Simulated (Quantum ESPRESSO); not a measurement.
# Ta: equation of state with LDA

**The experiment to reproduce.**

“Refinement of the equation of state of tantalum”, 2004, arxiv:cond-mat/0403080 quotes, for a bulk crystal of Ta: bulk modulus 194 GPa.

The system is Ta.

```xyz
1
Lattice="-1.6513 1.6513 1.6513 1.6513 -1.6513 1.6513 1.6513 1.6513 -1.6513" Properties=species:S:1:pos:R:3 pbc="T T T"
Ta    0.0000    0.0000    0.0000
```

```yaml
Program: Quantum ESPRESSO 7.5
Task: equation of state
Functional: LDA
Potentials_or_basis: GBRV 1.5 LDA
Cutoff: 762 eV
Density_cutoff: 6095 eV
k_mesh: 11 × 11 × 11
Occupations: fermi-dirac, width 0.05 eV
Spin: no spin polarisation
Form_of_the_LDA_correlation: PZ81
Mixing_beta: 0.5
Most_SCF_iterations: 120
SCF_threshold: 2e-10 Ry
```

The equilibrium volume is 17.21 Å³/atom, the bulk modulus is 228 GPa and the pressure derivative of the bulk modulus is 4.4.

Energy against volume, from the lowest point:
| volume (Å³/atom) | energy (meV/atom) |
| --- | --- |
| 16.930 | 3.17 |
| 17.290 | 0.00 |
| 17.650 | 7.33 |
| 18.010 | 24.04 |
| 18.371 | 49.13 |
| 18.731 | 81.71 |
| 19.091 | 121.01 |

All runs of the series together: 33 s on 2 threads of Intel(R) Xeon(R) 6975P-C (Granite Rapids), with other jobs on the host.

Against the measured bulk modulus of Ta, 194 GPa (quoted in “Refinement of the equation of state of tantalum”, 2004, arxiv:cond-mat/0403080), the calculated 228 GPa is off by +17.6 %. The fit is for a static lattice scaled at fixed shape and fixed fractional positions.

The run has no spin-orbit coupling, so splittings on Ta are missing. LDA usually gives volumes a few per cent too small.
